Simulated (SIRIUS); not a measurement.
## Moving the Hubbard U on Ag d in AgCl

The structure is cubic, space group Fm-3m (No. 225). Conventional cell: a = 5.470 Å, b = 5.470 Å, c = 5.470 Å, α = 90.00°, β = 90.00°, γ = 90.00°. Ag (site symmetry m-3m) has 6 Cl at 2.73 Å as nearest neighbours. Cl (site symmetry m-3m) is surrounded by 6 Ag at 2.73 Å.

Kept alike: task single point; functional PBEsol; k mesh 8 × 8 × 8; occupations fermi-dirac, width 0.05 eV; no spin polarisation. Program: SIRIUS, PseudoDojo 0.4.1 PBE standard (scalar relativistic), cutoff 1127 eV. The mesh is that of the run's cell of 2 atoms. No spin-orbit coupling.

```csv
"Hubbard U on Ag d, U (eV)",band gap (eV),pressure (GPa)
0,0.717,-0.71
2,1.137,-0.24
4,1.471,0.18
6,1.730,0.56
8,1.930,0.90
```

Pressure is positive in compression; the values hold the error of the finite cutoff, so their zero can differ a little from the energy's minimum. U acts here on a shell without spin polarisation. How U acts hangs on the program's projectors. A gap read on the mesh alone can miss an edge between its points. All rows use potentials made for PBE.

Task: What does the Hubbard U on Ag d change here?

Result: The band gap rises from 0.717 to 1.930 eV between 0 and 8 eV. U pushes filled shell states down and empty ones up. The mean slope is +0.15 eV per eV of U. The pressure rises from -0.71 to 0.90 GPa between 0 and 8 eV. U localises the shell and weakens its bonds, so the cell pushes outwards.
